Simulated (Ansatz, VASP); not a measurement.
HfO2: VASP beside Ansatz

```
Hf O
1.0
    -0.03524    2.49394    2.49394
     2.49394   -0.03524    2.49394
     2.49394    2.49394   -0.03524
Hf O
1 2
Cartesian
  0.0000 0.0000 0.0000
  1.2441 1.2441 1.2441
  3.7086 3.7086 3.7086
```

Change from the starting cell: shear_111 strain -2.1%.

Alike in both runs: task single point; functional PBE; k mesh 8 × 8 × 8; occupations fermi-dirac, width 0.02 eV; no spin polarisation.

|  | VASP | Ansatz |
| --- | --- | --- |
| version | VASP 6.6.1 | Ansatz 0.2.0 |
| potentials or method | VASP PAW PBE potentials, release 64 (Hf_pv, O) | plane waves, PAW |
| plane-wave cutoff (eV) | 520 | 420 |
| valence electrons in the cell | 22 | 38 |

Ansatz gave:

- gap on the k mesh at the Fermi level (eV): 3.86
- pressure (GPa): 12.0
- largest component of the traceless stress (GPa): 1.08
- rms of the force components (eV/Å): 0.009

Task: Which values does VASP return?

Result: gap on the k mesh at the Fermi level (eV): 3.88; pressure (GPa): 8.0; largest component of the traceless stress (GPa): 1.06; rms of the force components (eV/Å): 0.002.

Atom by atom the forces differ by 0.006 eV/Å (rms over components). One of these differences is far larger than is usual between the two programs; its cause wasn't traced. The two sets of potentials don't hold the same shells in valence.

Caveats: spin-orbit coupling is left out, which moves the levels of the heavy elements. A k mesh can miss the band edges.
